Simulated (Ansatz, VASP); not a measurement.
Two plane-wave programs on Al

```
CELL_PARAMETERS angstrom
0.00000 1.99600 1.99600
1.99600 0.00000 1.99600
1.99600 1.99600 0.00000
ATOMIC_POSITIONS crystal
Al 0.00000 0.00000 0.00000
```

Alike in both runs: functional r2SCAN; k mesh 18 × 18 × 18; occupations gaussian, width 0.1 eV; no spin polarisation.

Ansatz relaxed the structure, and its values are those at the end. VASP's run is a single point on that final structure, the one shown.

```csv
,VASP,Ansatz
version,VASP 6.6.1,Ansatz 0.2.0
potentials or method,"VASP PAW PBE potentials, release 64 (Al)","scalar-relativistic, plane waves, PAW"
plane-wave cutoff (eV),520,500
valence electrons in the cell,3,3
```

|  | VASP | Ansatz | Ansatz less VASP |
| --- | --- | --- | --- |
| gap on the k mesh at the Fermi level (eV) | none | none | - |
| pressure (GPa) | -0.3 | 0.0 | +0.33 |

A gap of «none» marks a metal or a gap that the smearing closes.

Caveats: the PAW data sets were made with another functional, which shifts forces and pressure a little (VASP).
